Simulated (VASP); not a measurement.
# InP (F-43m) in VASP: notebook

InP is run at these levels: RPBE+D3(BJ), PBEsol+D3(BJ), RPBE+D4, revPBE+D3(BJ); tasks: single point.

All numbers are computed with VASP 6.6.1; they aren't measurements. Logs are shortened: lines on timing, memory, paths and dates and some standing lists are left out, and cuts for length are marked.

**Experimental background.**

A printed reference work, data compilation reports, for a bulk crystal of InP at 1.6 K: band gap 1.4236 eV (direct).

The runs below are set against these values where they give the same quantity.

### 1 The cell of the first run

The structure is cubic, space group F-43m (No. 216). Conventional cell: a = 5.713 Å, b = 5.713 Å, c = 5.713 Å, α = 90.00°, β = 90.00°, γ = 90.00°. Within 3.3 Å of In (site symmetry -43m) lie 4 P at 2.47 Å. P (site symmetry -43m) has 4 In at 2.47 Å within 3.3 Å.

### 2 Single point, RPBE+D3(BJ)

Contents of INCAR:

```
SYSTEM = InP
PREC = Accurate
ENCUT = 520
EDIFF = 1E-6
ISMEAR = -1
SIGMA = 0.05
LREAL = .FALSE.
LASPH = .TRUE.
NELM = 80
ALGO = Normal
ISIF = 2
LWAVE = .FALSE.
LCHARG = .TRUE.
GGA = RP
IVDW = 12
LELF = .TRUE.
LVHAR = .TRUE.
NBANDS = 16
```

Contents of KPOINTS:

```
regular mesh
0
G
  8 8 8
  0 0 0
```

Contents of POSCAR:

```
InP
1.0
    0.0000000000      2.8564217159      2.8564217159
    2.8564217159      0.0000000000      2.8564217159
    2.8564217159      2.8564217159      0.0000000000
In P
1 1
Direct
    0.0000000000      0.0000000000      0.0000000000
    0.7500000000      0.7500000000      0.7500000000
```

Potentials or basis: VASP PAW PBE potentials, release 64 (In_d, P).

Started as:

```console
$ cat potpaw_PBE.64/In_d/POTCAR potpaw_PBE.64/P/POTCAR > POTCAR
$ mpirun -np 1 vasp_std > vasp.out
```

OUTCAR:

```text
SYSTEM = InP
   PREC = Accurate
   ENCUT = 520
   EDIFF = 1E-6
   ISMEAR = -1
   LREAL = .FALSE.
   LASPH = .TRUE.
   NELM = 80
   ISIF = 2
   GGA = RP
   IVDW = 12
 IVDW          = 12

 ion  position               nearest neighbor table
   1  0.000  0.000  0.000-   2 2.47   2 2.47   2 2.47   2 2.47
   2  0.750  0.750  0.750-   1 2.47   1 2.47   1 2.47   1 2.47

  LATTYP: Found a face centered cubic cell.
 ALAT       =     5.7128434318

  Lattice vectors:

 A1 = (   0.0000000000,   2.8564217159,   2.8564217159)
 A2 = (   2.8564217159,   0.0000000000,   2.8564217159)
 A3 = (   2.8564217159,   2.8564217159,   0.0000000000)

Analysis of symmetry for initial positions (statically):
=====================================================================
 Subroutine PRICEL returns:
 Original cell was already a primitive cell.

 Routine SETGRP: Setting up the symmetry group for a
 face centered cubic supercell.

 Subroutine GETGRP returns: Found 24 space group operations
 (whereof 24 operations were pure point group operations)
 out of a pool of 48 trial point group operations.

The static configuration has the point symmetry T_d .

Analysis of symmetry for dynamics (positions and initial velocities):
=====================================================================
 Subroutine PRICEL returns:
 Original cell was already a primitive cell.

 Routine SETGRP: Setting up the symmetry group for a
 face centered cubic supercell.

 Subroutine GETGRP returns: Found 24 space group operations
 (whereof 24 operations were pure point group operations)
 out of a pool of 48 trial point group operations.

The dynamic configuration has the point symmetry T_d .

 Subroutine INISYM returns: Found 24 space group operations
 (whereof 24 operations are pure point group operations),
 and found     1 'primitive' translations

----------------------------------------------------------------------------------------

                                     Primitive cell

  volume of cell :      46.6119

  direct lattice vectors                    reciprocal lattice vectors
     0.000000000  2.856421716  2.856421716    -0.175044181  0.175044181  0.175044181
     2.856421716  0.000000000  2.856421716     0.175044181 -0.175044181  0.175044181
     2.856421716  2.856421716  0.000000000     0.175044181  0.175044181 -0.175044181

  length of vectors
     4.039590330  4.039590330  4.039590330     0.303185415  0.303185415  0.303185415

  position of ions in fractional coordinates (direct lattice)
     0.000000000  0.000000000  0.000000000
     0.750000000  0.750000000  0.750000000

  ion indices of the primitive-cell ions
   primitive index   ion index
                 1           1
                 2           2

----------------------------------------------------------------------------------------

 KPOINTS: regular mesh

Automatic generation of k-mesh.
 Grid dimensions read from file:
 generate k-points for:    8    8    8

 Generating k-lattice:

  Cartesian coordinates                     Fractional coordinates (reciprocal lattice)
    -0.021880523  0.021880523  0.021880523     0.125000000  0.000000000  0.000000000
     0.021880523 -0.021880523  0.021880523     0.000000000  0.125000000  0.000000000
     0.021880523  0.021880523 -0.021880523     0.000000000  0.000000000  0.125000000

  Length of vectors
     0.037898177  0.037898177  0.037898177

  Shift w.r.t. Gamma in fractional coordinates (k-lattice)
     0.000000000  0.000000000  0.000000000

 Subroutine IBZKPT returns following result:
 ===========================================

 Found     29 irreducible k-points:

 Following reciprocal coordinates:
            Coordinates               Weight
  0.000000  0.000000  0.000000      1.000000
  0.125000  0.000000  0.000000      8.000000
  0.250000  0.000000  0.000000      8.000000
  0.375000  0.000000  0.000000      8.000000
  0.500000  0.000000  0.000000      4.000000
  0.125000  0.125000  0.000000      6.000000
[... 16 lines left out ...]
  0.500000  0.250000  0.125000     48.000000
 -0.375000  0.250000  0.125000     24.000000
 [... further k-points ...]
   k-points           NKPTS =     29   k-points in BZ     NKDIM =     29   number of bands    NBANDS=     16
   number of dos      NEDOS =    301   number of ions     NIONS =      2
   total plane-waves  NPLWV =  27000
   dimension x,y,z NGX =    30 NGY =   30 NGZ =   30
   dimension x,y,z NGXF=    60 NGYF=   60 NGZF=   60
   ions per type =               1   1
   NGX,Y,Z   is equivalent  to a cutoff of  12.35, 12.35, 12.35 a.u.
   NGXF,Y,Z  is equivalent  to a cutoff of  24.69, 24.69, 24.69 a.u.
 SYSTEM =  InP
   PREC   = accura    normal or accurate (medium, high low for compatibility)
   ISTART =      0    job   : 0-new  1-cont  2-samecut
   ICHARG =      2    charge: 1-file 2-atom 10-const
   ISPIN  =      1    spin polarized calculation?
   LNONCOLLINEAR =      F non collinear calculations
   LSORBIT =      F    spin-orbit coupling
[... 26 lines left out ...]
  Thomas-Fermi vector in A             =   2.328202
   LORBIT       =      0    0 simple, 1 ext, 2 COOP (PROOUT), +10 PAW based schemes
   GGA     = RP    functional components
   LHFCALC =     F    Hartree Fock is set to
   AEXX    =    0.0000 exact exchange contribution
   IVDW    =    12    specifies the selected vdW correction
   LEPSILON=     F    determine dielectric tensor
   LRPA    =     F    only Hartree local field effects (RPA)
 non-spin polarized calculation
  energy-cutoff  :      520.00
  volume of cell :       46.61
 maximum number of plane-waves:      1283
   NGX = 15   NGY = 15   NGZ = 15

 number of electron      17.9999993 magnetization

 Free energy of the ion-electron system (eV)
  ---------------------------------------------------
  ext. energy  EPLUGINS =         0.00000000
  ---------------------------------------------------
  free energy    TOTEN  =        -7.49728922 eV

  energy without entropy =       -7.49728918  energy(sigma->0) =       -7.49728920

 E-fermi :   6.8266     XC(G=0):  -9.4703

 val. band max:        6.1670093635   @ k =   0.0000   0.0000   0.0000
 cond. band min:       7.4266486632   @ k =   0.0000   0.0000   0.0000
 fundamental gap:      1.2596392998
 Fermi energy:         6.8265795038

 k-point     1 :       0.0000    0.0000    0.0000
  band No.  band energies     occupation
      1      -8.2135      2.00000
      2      -8.2135      2.00000
      3      -8.2135      2.00000
      4      -8.0205      2.00000
      5      -8.0205      2.00000
      6      -5.8763      2.00000
[... 8 lines left out ...]
     15      15.6988      0.00000
     16      15.6988      0.00000

 k-point     2 :       0.1250    0.0000    0.0000
  band No.  band energies     occupation
      1      -8.2400      2.00000
      2      -8.2039      2.00000
      3      -8.2039      2.00000
      4      -8.0204      2.00000
      5      -8.0204      2.00000
      6      -5.6747      2.00000
[... 8 lines left out ...]
     15      15.0492      0.00000
     16      16.0684      0.00000

 k-point     3 :       0.2500    0.0000    0.0000
  band No.  band energies     occupation
      1      -8.2987      2.00000
      2      -8.1835      2.00000
      3      -8.1835      2.00000
      4      -8.0171      2.00000
      5      -8.0171      2.00000
      6      -5.1116      2.00000
[... 8 lines left out ...]
     15      14.8325      0.00000
     16      15.6409      0.00000

 k-point     4 :       0.3750    0.0000    0.0000
  band No.  band energies     occupation
      1      -8.3518      2.00000
      2      -8.1684      2.00000
      3      -8.1684      2.00000
      4      -8.0082      2.00000
      5      -8.0082      2.00000
      6      -4.3462      2.00000
[... 8 lines left out ...]
     15      15.8308      0.00000
     16      15.8308      0.00000
[... 324 lines left out ...]
 k-point    22 :       0.3750    0.2500    0.1250
  band No.  band energies     occupation
      1      -8.3465      2.00000
      2      -8.1587      2.00000
      3      -8.1504      2.00000
      4      -8.0413      2.00000
      5      -8.0008      2.00000
      6      -4.6463      2.00000
[... 8 lines left out ...]
     15      16.5680      0.00000
     16      18.3310      0.00000

 k-point    23 :       0.5000    0.2500    0.1250
  band No.  band energies     occupation
      1      -8.3771      2.00000
      2      -8.1517      2.00000
      3      -8.1318      2.00000
      4      -8.0361      2.00000
      5      -8.0004      2.00000
      6      -3.9417      2.00000
[... 8 lines left out ...]
     15      17.4204      0.00000
     16      17.8510      0.00000

 k-point    24 :      -0.3750    0.2500    0.1250
  band No.  band energies     occupation
      1      -8.3882      2.00000
      2      -8.1510      2.00000
      3      -8.1255      2.00000
      4      -8.0281      2.00000
      5      -8.0036      2.00000
      6      -3.5340      2.00000
[... 8 lines left out ...]
     15      17.1455      0.00000
     16      17.8323      0.00000

 [... further k-points ...]

------------------------ aborting loop because EDIFF is reached ----------------------------------------

 Edisp (eV)   -3.08813

 E8    (eV) :    -2.0001

  FORCE on cell =-STRESS in cart. coord.  units (eV):
  Direction    XX          YY          ZZ          XY          YZ          ZX
  --------------------------------------------------------------------------------------
  -------------------------------------------------------------------------------------
  Total      -0.02914    -0.02914    -0.02914     0.00000    -0.00000     0.00000
  in kB      -1.00149    -1.00149    -1.00149     0.00000    -0.00000     0.00000
  external pressure =       -1.00 kB  Pullay stress =        0.00 kB

 VOLUME and BASIS-vectors are now :
 -----------------------------------------------------------------------------
  energy-cutoff  :      520.00
  volume of cell :       46.61
      direct lattice vectors                 reciprocal lattice vectors
     0.000000000  2.856421716  2.856421716    -0.175044181  0.175044181  0.175044181
     2.856421716  0.000000000  2.856421716     0.175044181 -0.175044181  0.175044181
     2.856421716  2.856421716  0.000000000     0.175044181  0.175044181 -0.175044181

 POSITION                                       TOTAL-FORCE (eV/Angst)
 -----------------------------------------------------------------------------------
      0.00000      0.00000      0.00000        -0.000000     -0.000000     -0.000000
      4.28463      4.28463      4.28463         0.000000      0.000000      0.000000
 -----------------------------------------------------------------------------------
    total drift:                                0.000000      0.000000      0.000000

  FREE ENERGIE OF THE ION-ELECTRON SYSTEM (eV)
  ---------------------------------------------------
  free  energy   TOTEN  =       -10.5854154262 eV

  energy  without entropy=      -10.5854153930  energy(sigma->0) =      -10.58541541
```

It took 45 s on 1 thread of Intel Xeon 8259CL, shared host; peak memory 0.19 GiB.

What came out:

| Property | Result |
| --- | --- |
| Free energy | -10.5854 eV |
| Pressure | -0.1 GPa |
| Band gap on the k mesh | 1.26 eV |
| Dispersion energy per atom | -1.544 eV |

Levels at points of the mesh, in eV from the valence-band top:
```csv
k point,band 6,band 7,band 8,band 9,band 10,band 11,band 12,band 13
"(0.00, 0.00, 0.00)",-12.04,0.00,0.00,0.00,1.26,4.12,4.12,4.12
"(0.50, 0.00, 0.00)",-10.06,-6.11,-1.08,-1.08,1.78,4.84,4.84,7.39
"(0.50, 0.50, 0.00)",-9.32,-6.05,-2.58,-2.58,1.73,2.32,9.85,10.17
```

Caveat: the PAW data sets were made with another functional, which shifts forces and pressure a little; spin-orbit coupling is left out, which moves the levels of the heavy elements.

### 3 Single point, PBEsol+D3(BJ)

This run uses another cell than the first one, of 24.70 Å³/atom.

Contents of INCAR:

```
PREC     = Accurate       # precision mode
ENCUT    = 520            # plane-wave cutoff, eV
EDIFF    = 1E-6           # SCF threshold, eV
ISMEAR   = -1             # smearing method
SIGMA    = 0.05           # smearing width, eV
LREAL    = F              # projectors in reciprocal space
LASPH    = T              # aspherical terms in the spheres
NELM     = 100            # most SCF steps
ALGO     = Normal         # electronic algorithm
ISIF     = 2              # what is computed and relaxed
LWAVE    = F              # write WAVECAR
LCHARG   = F              # write CHGCAR
GGA      = PS             # functional
IVDW     = 12             # dispersion correction
NBANDS   = 16             # bands
```

Contents of KPOINTS:

```
Automatic mesh
0
Gamma
  8 8 8
```

Contents of POSCAR:

```
InP
1.0
    0.0000000000      2.9121978378      2.9121978378
    2.9121978378      0.0000000000      2.9121978378
    2.9121978378      2.9121978378      0.0000000000
In P
1 1
Direct
    0.0000000000      0.0000000000      0.0000000000
    0.7500000000      0.7500000000      0.7500000000
```

Potentials or basis: VASP PAW PBE potentials, release 64 (In_d, P).

Started as:

```console
$ cat potpaw_PBE.64/In_d/POTCAR potpaw_PBE.64/P/POTCAR > POTCAR
$ mpirun -np 1 vasp_std > vasp.out
```

Wall time 24 s (1 thread of Intel Xeon 8259CL, shared host); peak memory 0.19 GiB.

It converged, with:

```yaml
Free_energy: -9.7545 eV
Pressure: 0.0 GPa
Band_gap_on_the_k_mesh: 0.72 eV
Dispersion_energy_per_atom: -0.304 eV
```

Levels at points of the mesh, in eV from the valence-band top:
| k point | band 6 | band 7 | band 8 | band 9 | band 10 | band 11 | band 12 | band 13 |
| --- | --- | --- | --- | --- | --- | --- | --- | --- |
| (0.00, 0.00, 0.00) | -11.68 | 0.00 | 0.00 | 0.00 | 0.72 | 4.01 | 4.01 | 4.01 |
| (0.50, 0.00, 0.00) | -9.87 | -5.90 | -1.01 | -1.01 | 1.44 | 4.74 | 4.74 | 6.98 |
| (0.50, 0.50, 0.00) | -9.18 | -5.90 | -2.42 | -2.42 | 1.60 | 2.16 | 9.21 | 9.65 |

Caveat: the PAW data sets were made with another functional, which shifts forces and pressure a little; spin-orbit coupling is left out, which moves the levels of the heavy elements.

### 4 Single point, RPBE+D4

This run uses another cell than the first one, of 25.50 Å³/atom.

Contents of INCAR:

```
SYSTEM = InP
  PREC = Accurate
  ENCUT = 520
  EDIFF = 1E-6
  ISMEAR = -1
  SIGMA = 0.05
  LREAL = .FALSE.
  LASPH = .TRUE.
  NELM = 60
  ALGO = Normal
  ISIF = 2
  LWAVE = .FALSE.
  LCHARG = .TRUE.
  GGA = RP
  IVDW = 13
  LELF = .TRUE.
  LVHAR = .TRUE.
  NBANDS = 16
```

Contents of KPOINTS:

```
regular mesh
0
G
  8 8 8
  0 0 0
```

Contents of POSCAR:

```
InP
1.0
    0.0000000000      2.9433665221      2.9433665221
    2.9433665221      0.0000000000      2.9433665221
    2.9433665221      2.9433665221      0.0000000000
In P
1 1
Direct
    0.0000000000      0.0000000000      0.0000000000
    0.7500000000      0.7500000000      0.7500000000
```

Started as:

```console
$ cat potpaw_PBE.64/In_d/POTCAR potpaw_PBE.64/P/POTCAR > POTCAR
$ mpirun -np 1 vasp_std > vasp.out
```

Run time: 29 s. Hardware: 1 thread of Intel Xeon 8259CL, shared host; peak memory 0.18 GiB.

The run converged. Its results:

| Item | Value |
| --- | --- |
| Free energy | -8.9072 eV |
| Pressure | -0.1 GPa |
| Band gap on the k mesh | 0.77 eV |
| Dispersion energy per atom | -0.598 eV |

Levels at points of the mesh, in eV from the valence-band top:
| k point | band 7 | band 8 | band 9 | band 10 | band 11 | band 12 |
| --- | --- | --- | --- | --- | --- | --- |
| (0.00, 0.00, 0.00) | 0.00 | 0.00 | 0.00 | 0.77 | 4.14 | 4.14 |
| (0.50, 0.00, 0.00) | -5.61 | -0.95 | -0.95 | 1.57 | 4.86 | 4.86 |
| (0.50, 0.50, 0.00) | -5.64 | -2.26 | -2.26 | 1.91 | 2.35 | 9.28 |

Caveat: the PAW data sets were made with another functional, which shifts forces and pressure a little; spin-orbit coupling is left out, which moves the levels of the heavy elements.

### 5 Single point, revPBE+D3(BJ)

This run uses another cell than the first one, of 25.31 Å³/atom.

Contents of INCAR:

```
PREC = Accurate ; ENCUT = 520
EDIFF = 1E-7 ; ISMEAR = -1
SIGMA = 0.05 ; LREAL = False
LASPH = True ; NELM = 100
ALGO = Normal ; ISIF = 2
LWAVE = False ; LCHARG = False
GGA = RE ; IVDW = 12
NBANDS = 16
```

Contents of KPOINTS:

```
regular mesh
0
Gamma
  8 8 8
```

Contents of POSCAR:

```
InP
1.0
    0.0000000000      2.9362440205      2.9362440205
    2.9362440205      0.0000000000      2.9362440205
    2.9362440205      2.9362440205      0.0000000000
In P
1 1
Direct
    0.0000000000      0.0000000000      0.0000000000
    0.7500000000      0.7500000000      0.7500000000
```

Started as:

```console
$ cat potpaw_PBE.64/In_d/POTCAR potpaw_PBE.64/P/POTCAR > POTCAR
$ mpirun -np 1 vasp_std > vasp.out
```

It took 39 s on 1 thread of Intel Xeon 8259CL, shared host; peak memory 0.19 GiB.

Results (log left out):

```
Free energy                : -8.9689 eV
Pressure                   : -0.1 GPa
Band gap on the k mesh     : 0.78 eV
Dispersion energy per atom : -0.585 eV
```

Levels at points of the mesh, in eV from the valence-band top:
| k point | band 5 | band 6 | band 7 | band 8 | band 9 | band 10 | band 11 | band 12 | band 13 | band 14 |
| --- | --- | --- | --- | --- | --- | --- | --- | --- | --- | --- |
| (0.00, 0.00, 0.00) | -14.04 | -11.45 | 0.00 | 0.00 | 0.00 | 0.78 | 4.12 | 4.12 | 4.12 | 8.72 |
| (0.50, 0.00, 0.00) | -14.03 | -9.76 | -5.66 | -0.96 | -0.96 | 1.56 | 4.84 | 4.84 | 7.21 | 9.58 |
| (0.50, 0.50, 0.00) | -14.00 | -9.11 | -5.69 | -2.29 | -2.29 | 1.86 | 2.33 | 9.29 | 9.61 | 9.61 |

Caveat: the PAW data sets were made with another functional, which shifts forces and pressure a little; spin-orbit coupling is left out, which moves the levels of the heavy elements.

### 6 The runs side by side

```tsv
level	cell	gap on the mesh (eV)	pressure (GPa)
RPBE+D3(BJ)	a = 4.040 Å, angles 60.0°, 2 atoms	1.26	-0.1
PBEsol+D3(BJ)	a = 4.118 Å, angles 60.0°, 2 atoms	0.72	0.0
RPBE+D4	a = 4.163 Å, angles 60.0°, 2 atoms	0.77	-0.1
revPBE+D3(BJ)	a = 4.152 Å, angles 60.0°, 2 atoms	0.78	-0.1
```

Alike in all rows: task single point; potentials or basis VASP PAW PBE potentials, release 64 (In_d, P); no spin polarisation; k mesh 8 × 8 × 8; cutoff (eV) 520; smearing fermi-dirac 0.05 eV.

Caveats: the PAW data sets were made with another functional, which shifts forces and pressure a little; spin-orbit coupling is left out, which moves the levels of the heavy elements.

Total energies depend on the potentials used, so only differences within one code and one set of settings carry meaning.

### 7 How close it comes

Step 2. A measured gap of InP is 1.4236 eV (direct; 1.6 K; a printed reference work, data compilation); the calculated 1.26 eV misses it by -0.16 eV. Spin-orbit coupling on In is left out. The value is that of RPBE+D3(BJ) on a finite k mesh, which can miss the band edges, without temperature or zero-point motion. Semilocal functionals fall short of measured gaps as a rule.

Step 3. A measured gap of InP is 1.4236 eV (direct; 1.6 K; a printed reference work, data compilation); the calculated 0.72 eV misses it by -0.71 eV. Spin-orbit coupling on In is left out. The value is that of PBEsol+D3(BJ), without temperature or zero-point motion. Semilocal functionals fall short of measured gaps as a rule.

Step 4. Against the measured gap of InP, 1.4236 eV (direct; 1.6 K; a printed reference work, data compilation), the calculated 0.77 eV is off by -0.65 eV. Spin-orbit coupling on In is left out. The value is that of RPBE+D4, without temperature or zero-point motion. Semilocal functionals fall short of measured gaps as a rule.

Step 5. Against the measured gap of InP, 1.4236 eV (direct; 1.6 K; a printed reference work, data compilation), the calculated 0.78 eV is off by -0.65 eV. Spin-orbit coupling on In is left out. The value is that of revPBE+D3(BJ), without temperature or zero-point motion. Semilocal functionals fall short of measured gaps as a rule.
